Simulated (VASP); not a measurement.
# MgO (Cmcm) in VASP: a series of runs

Runs on MgO. Level: PBE. Tasks: single point.

All numbers are computed with VASP 6.6.1; they aren't measurements. Logs are shortened: lines on timing, memory, paths and dates and some standing lists are left out, and cuts for length are marked.

## (1) The cell of the first run

Symmetry: Cmcm, No. 63, orthorhombic system. Conventional cell: a = 3.486 Å, b = 6.129 Å, c = 4.178 Å, α = 90.00°, β = 90.00°, γ = 90.00°. Around Mg (site symmetry m2m) lie 5 O at 2.02 to 2.09 Å. O (site symmetry m2m) is surrounded by 5 Mg at 2.02 to 2.09 Å.

The cell comes from a database or a generator and needn't be the stable form of this composition.

## (2) Single point, PBE (strain +0.0150 x Voigt [0, 1, 0, 0, 0, 0], atoms carried along)

INCAR

```
SYSTEM = MgO
PREC = Accurate ; ENCUT = 520
EDIFF = 1E-6 ; ISMEAR = 0
SIGMA = 0.05 ; LREAL = .FALSE.
LASPH = .TRUE. ; NELM = 100
ALGO = Normal ; ISIF = 2
LWAVE = .FALSE. ; LCHARG = .FALSE.
GGA = PE ; NBANDS = 16
```

KPOINTS

```
regular mesh
0
G
  6 6 6
  0 0 0
```

POSCAR

```
MgO
1.0
    3.4863778627      0.0000000000      0.0000000000
   -1.7431889314      3.0645811732      0.0000000000
    0.0000000000      0.0000000000      4.1780412200
Mg O
2 2
Direct
    0.6666666667      0.3333333333      0.7500000000
    0.3333333333      0.6666666667      0.2500000000
    0.6666666667      0.3333333333      0.2500000000
    0.3333333333      0.6666666667      0.7500000000
```

Potentials or basis: VASP PAW PBE potentials, release 64 (Mg, O).

Run with:

```bash
$ cat potpaw_PBE.64/Mg/POTCAR potpaw_PBE.64/O/POTCAR > POTCAR
$ mpirun -np 1 vasp_std > vasp.out
```

OUTCAR:

```text
SYSTEM = MgO
   PREC = Accurate
   ENCUT = 520
   EDIFF = 1E-6
   ISMEAR = 0
   LREAL = .FALSE.
   LASPH = .TRUE.
   NELM = 100
   ISIF = 2
   GGA = PE

 ion  position               nearest neighbor table
   1  0.667  0.333  0.750-   4 2.02   4 2.02   4 2.04   3 2.09   3 2.09   2 2.91   2 2.91   2 2.91
                             2 2.91   2 2.92   2 2.92
   2  0.333  0.667  0.250-   3 2.02   3 2.02   3 2.04   4 2.09   4 2.09   1 2.91   1 2.91   1 2.91
                             1 2.91   1 2.92   1 2.92
   3  0.667  0.333  0.250-   2 2.02   2 2.02   2 2.04   1 2.09   1 2.09
   4  0.333  0.667  0.750-   1 2.02   1 2.02   1 2.04   2 2.09   2 2.09

  LATTYP: Found a base centered orthorhombic cell.
 ALAT       =     3.4863778627
 B/A-ratio  =     1.7580315697
 C/A-ratio  =     1.1983902447

  Lattice vectors:

 A1 = (   1.7431889314,  -3.0645811732,   0.0000000000)
 A2 = (   1.7431889313,   3.0645811732,   0.0000000000)
 A3 = (   0.0000000000,   0.0000000000,   4.1780412200)

Analysis of symmetry for initial positions (statically):
=====================================================================
 Subroutine PRICEL returns:
 Original cell was already a primitive cell.

 Routine SETGRP: Setting up the symmetry group for a
 base centered orthorhombic supercell.

 Subroutine GETGRP returns: Found  8 space group operations
 (whereof  4 operations were pure point group operations)
 out of a pool of  8 trial point group operations.

The static configuration has the point symmetry C_2h.
 The point group associated with its full space group is D_2h.

Analysis of symmetry for dynamics (positions and initial velocities):
=====================================================================
 Subroutine PRICEL returns:
 Original cell was already a primitive cell.

 Routine SETGRP: Setting up the symmetry group for a
 base centered orthorhombic supercell.

 Subroutine GETGRP returns: Found  8 space group operations
 (whereof  4 operations were pure point group operations)
 out of a pool of  8 trial point group operations.

The dynamic configuration has the point symmetry C_2h.
 The point group associated with its full space group is D_2h.

 Subroutine INISYM returns: Found  8 space group operations
 (whereof  4 operations are pure point group operations),
 and found     1 'primitive' translations

----------------------------------------------------------------------------------------

                                     Primitive cell

  volume of cell :      44.6394

  direct lattice vectors                    reciprocal lattice vectors
     3.486377863  0.000000000  0.000000000     0.286830642  0.163154432  0.000000000
    -1.743188931  3.064581173  0.000000000     0.000000000  0.326308864  0.000000000
     0.000000000  0.000000000  4.178041220     0.000000000  0.000000000  0.239346609

  length of vectors
     3.486377863  3.525672336  4.178041220     0.329986645  0.326308864  0.239346609

  position of ions in fractional coordinates (direct lattice)
     0.666666667  0.333333333  0.750000000
     0.333333333  0.666666667  0.250000000
     0.666666667  0.333333333  0.250000000
     0.333333333  0.666666667  0.750000000

  ion indices of the primitive-cell ions
   primitive index   ion index
                 1           1
                 2           2
                 3           3
                 4           4

----------------------------------------------------------------------------------------

 KPOINTS: regular mesh

Automatic generation of k-mesh.
 Grid dimensions read from file:
 generate k-points for:    6    6    6

 Generating k-lattice:

  Cartesian coordinates                     Fractional coordinates (reciprocal lattice)
     0.047805107  0.027192405  0.000000000     0.166666667 -0.000000000  0.000000000
     0.000000000  0.054384811  0.000000000     0.000000000  0.166666667  0.000000000
     0.000000000  0.000000000  0.039891102     0.000000000  0.000000000  0.166666667

  Length of vectors
     0.054997774  0.054384811  0.039891102

  Shift w.r.t. Gamma in fractional coordinates (k-lattice)
     0.000000000  0.000000000  0.000000000

 Subroutine IBZKPT returns following result:
 ===========================================

 Found     52 irreducible k-points:

 Following reciprocal coordinates:
            Coordinates               Weight
  0.000000  0.000000  0.000000      1.000000
  0.166667 -0.000000  0.000000      4.000000
  0.333333 -0.000000  0.000000      4.000000
  0.500000 -0.000000  0.000000      2.000000
  0.000000  0.166667  0.000000      2.000000
  0.166667  0.166667  0.000000      4.000000
[... 16 lines left out ...]
  0.000000  0.333333  0.166667      4.000000
  0.166667  0.333333  0.166667      8.000000
 [... further k-points ...]
   k-points           NKPTS =     52   k-points in BZ     NKDIM =     52   number of bands    NBANDS=     16
   number of dos      NEDOS =    301   number of ions     NIONS =      4
   total plane-waves  NPLWV =  25088
   dimension x,y,z NGX =    28 NGY =   28 NGZ =   32
   dimension x,y,z NGXF=    56 NGYF=   56 NGZF=   64
   ions per type =               2   2
   NGX,Y,Z   is equivalent  to a cutoff of  13.35, 13.20, 12.73 a.u.
   NGXF,Y,Z  is equivalent  to a cutoff of  26.70, 26.41, 25.47 a.u.
 SYSTEM =  MgO
   PREC   = accura    normal or accurate (medium, high low for compatibility)
   ISTART =      0    job   : 0-new  1-cont  2-samecut
   ICHARG =      2    charge: 1-file 2-atom 10-const
   ISPIN  =      1    spin polarized calculation?
   LNONCOLLINEAR =      F non collinear calculations
   LSORBIT =      F    spin-orbit coupling
   LASPH  =      T    aspherical Exc in radial PAW
   ENCUT  =  520.0 eV  38.22 Ry    6.18 a.u.   6.48  6.56  7.77*2*pi/ulx,y,z
   NELM   =    100;   NELMIN=  2; NELMDL= -5     # of ELM steps
   EDIFF  = 0.1E-05   stopping-criterion for ELM
   LREAL  =      F    real-space projection
   EDIFFG = 0.1E-04   stopping-criterion for IOM
   NSW    =      0    number of steps for IOM
   IBRION =     -1    ionic relax: 0-MD 1-quasi-New 2-CG
   NFREE  =      0    steps in history (QN), initial steepest desc. (CG)
   ISIF   =      2    stress and relaxation
   ISYM   =      2    0-nonsym 1-usesym 2-fastsym
   POTIM  = 0.5000    time-step for ionic-motion
   TEBEG  =    0.0;   TEEND  =   0.0 temperature during run
   PSTRESS=    0.0 pullay stress
   NELECT =      16.0000    total number of electrons
   NUPDOWN=      -1.0000    fix difference up-down
   EMIN   =  10.00;   EMAX   =-10.00  energy-range for DOS
   EFERMI =   0.00;   METHOD = LEGACY
   ISMEAR =     0;   SIGMA  =   0.05  broadening in eV -4-tet -1-fermi 0-gaus
   EFERMI_NEDOS =   21; number of points for ismear=-14 and -15
   IALGO  =     38    algorithm
   IMIX   =      4    mixing-type and parameters
     AMIX     =   0.40;   BMIX     =  1.00
     AMIX_MAG =   1.60;   BMIX_MAG =  1.00
  volume/ion in A,a.u.               =      11.16        75.31
  Fermi-wavevector in a.u.,A,eV,Ry     =   1.162899  2.197561 18.399627  1.352334
  Thomas-Fermi vector in A             =   2.299455
   LORBIT       =      0    0 simple, 1 ext, 2 COOP (PROOUT), +10 PAW based schemes
   GGA     = PE    functional components
   LHFCALC =     F    Hartree Fock is set to
   AEXX    =    0.0000 exact exchange contribution
   IVDW    =     0    specifies the selected vdW correction
   LEPSILON=     F    determine dielectric tensor
   LRPA    =     F    only Hartree local field effects (RPA)
 non-spin polarized calculation
 Gauss-broadening in eV      SIGMA  =   0.05
  energy-cutoff  :      520.00
  volume of cell :       44.64
 maximum number of plane-waves:      1240
 NGX is ok and might be reduce to    28
   NGX = 13   NGY = 13   NGZ = 15

 number of electron      15.9999997 magnetization

 Free energy of the ion-electron system (eV)
  ---------------------------------------------------
  ext. energy  EPLUGINS =         0.00000000
  ---------------------------------------------------
  free energy    TOTEN  =       -23.66567165 eV

  energy without entropy =      -23.66567165  energy(sigma->0) =      -23.66567165

 E-fermi :   2.0954     XC(G=0): -10.0062

 val. band max:        1.8965438732   @ k =   0.0000   0.0000   0.0000
 cond. band min:       5.2683591307   @ k =   0.0000   0.0000   0.0000
 fundamental gap:      3.3718152575
 Fermi energy:         2.0953857025

 k-point     1 :       0.0000    0.0000    0.0000
  band No.  band energies     occupation
      1     -14.9673      2.00000
      2     -13.5934      2.00000
      3      -1.6675      2.00000
      4       0.1708      2.00000
      5       0.2055      2.00000
      6       1.1132      2.00000
[... 8 lines left out ...]
     15      17.3617      0.00000
     16      17.4950      0.00000

 k-point     2 :       0.1667   -0.0000    0.0000
  band No.  band energies     occupation
      1     -14.8371      2.00000
      2     -13.6204      2.00000
      3      -1.4564      2.00000
      4      -0.2316      2.00000
      5      -0.0169      2.00000
      6       0.6049      2.00000
[... 8 lines left out ...]
     15      16.4256      0.00000
     16      16.6745      0.00000

 k-point     3 :       0.3333   -0.0000    0.0000
  band No.  band energies     occupation
      1     -14.5192      2.00000
      2     -13.7272      2.00000
      3      -1.1687      2.00000
      4      -0.8948      2.00000
      5      -0.3148      2.00000
      6       0.1439      2.00000
[... 8 lines left out ...]
     15      15.8139      0.00000
     16      16.5187      0.00000

 k-point     4 :       0.5000   -0.0000    0.0000
  band No.  band energies     occupation
      1     -14.2816      2.00000
      2     -13.8571      2.00000
      3      -1.5897      2.00000
      4      -0.4396      2.00000
      5      -0.4077      2.00000
      6      -0.0042      2.00000
[... 8 lines left out ...]
     15      16.3734      0.00000
     16      16.6275      0.00000

 k-point     5 :       0.0000    0.1667    0.0000
  band No.  band energies     occupation
      1     -14.8409      2.00000
      2     -13.6209      2.00000
      3      -1.4622      2.00000
      4      -0.2687      2.00000
      5       0.0249      2.00000
      6       0.6034      2.00000
[... 8 lines left out ...]
     15      16.4882      0.00000
     16      16.6272      0.00000

 k-point     6 :       0.1667    0.1667    0.0000
  band No.  band energies     occupation
      1     -14.6175      2.00000
      2     -13.6891      2.00000
      3      -1.0765      2.00000
      4      -0.8620      2.00000
      5      -0.4101      2.00000
      6       0.4064      2.00000
[... 8 lines left out ...]
     15      16.1879      0.00000
     16      16.2872      0.00000
[... 267 lines left out ...]
 k-point    21 :       0.5000    0.1667    0.1667
  band No.  band energies     occupation
      1     -14.2460      2.00000
      2     -13.8614      2.00000
      3      -1.5865      2.00000
      4      -0.9648      2.00000
      5      -0.4284      2.00000
      6       0.2423      2.00000
[... 8 lines left out ...]
     15      16.1436      0.00000
     16      17.1775      0.00000

 k-point    22 :      -0.3333    0.1667    0.1667
  band No.  band energies     occupation
      1     -14.5384      2.00000
      2     -13.7398      2.00000
      3      -1.3427      2.00000
      4      -0.8594      2.00000
      5      -0.0076      2.00000
      6       0.1067      2.00000
[... 8 lines left out ...]
     15      16.2370      0.00000
     16      17.0861      0.00000

 k-point    23 :       0.0000    0.3333    0.1667
  band No.  band energies     occupation
      1     -14.4694      2.00000
      2     -13.7676      2.00000
      3      -1.5562      2.00000
      4      -0.7011      2.00000
      5      -0.1612      2.00000
      6      -0.0044      2.00000
[... 8 lines left out ...]
     15      16.0803      0.00000
     16      16.3067      0.00000

 k-point    24 :       0.1667    0.3333    0.1667
  band No.  band energies     occupation
      1     -14.2653      2.00000
      2     -13.8563      2.00000
      3      -1.6044      2.00000
      4      -0.9477      2.00000
      5      -0.4225      2.00000
      6       0.2419      2.00000
[... 8 lines left out ...]
     15      16.1012      0.00000
     16      17.2591      0.00000

 [... further k-points ...]
[... 5 lines left out ...]
  --------------------------------------------------------------------------------------
  -------------------------------------------------------------------------------------
  Total        0.7167860      0.0228691      0.9394140     -0.0000000      0.0000000      0.0000000
  in kB       25.7265632      0.8208087     33.7170312     -0.0000000      0.0000000      0.0000000
  external PRESSURE =      20.0881344 kB  Pullay stress =       0.0000000 kB

 VOLUME and BASIS-vectors are now :
 -----------------------------------------------------------------------------
  energy-cutoff  :      520.00
  volume of cell :       44.64
      direct lattice vectors                 reciprocal lattice vectors
     3.486377863  0.000000000  0.000000000     0.286830642  0.163154432  0.000000000
    -1.743188931  3.064581173  0.000000000     0.000000000  0.326308864  0.000000000
     0.000000000  0.000000000  4.178041220     0.000000000  0.000000000  0.239346609

 POSITION                                       TOTAL-FORCE (eV/Angst)
 -----------------------------------------------------------------------------------
      1.74319      1.02153      3.13353         0.000000     -0.107067      0.000000
     -0.00000      2.04305      1.04451        -0.000000      0.107067     -0.000000
      1.74319      1.02153      1.04451         0.000000     -0.125203     -0.000000
     -0.00000      2.04305      3.13353        -0.000000      0.125203      0.000000
 -----------------------------------------------------------------------------------
    total drift:                               -0.000000      0.000000     -0.000000

  FREE ENERGIE OF THE ION-ELECTRON SYSTEM (eV)
  ---------------------------------------------------
  free  energy   TOTEN  =       -23.6656716520 eV

  energy  without entropy=      -23.6656716520  energy(sigma->0) =      -23.66567165
```

It took 15 s on 1 thread of Intel Xeon 6975P-C (Granite Rapids), shared host; peak memory 0.17 GiB.

Results:

```yaml
Free_energy: -23.6657 eV
Pressure: 2.0 GPa
Largest_force: 0.125 eV/Å
Band_gap_on_the_k_mesh: 3.37 eV, direct
```

Forces on the atoms (eV/Å):
```
Mg   0.000 -0.107  0.000
Mg   0.000  0.107  0.000
O    0.000 -0.125  0.000
O    0.000  0.125  0.000
```

Stress tensor (GPa, compression positive):
```
2.57 0.00 0.00
0.00 0.08 0.00
0.00 0.00 3.37
```

[end of part 1 of 2]
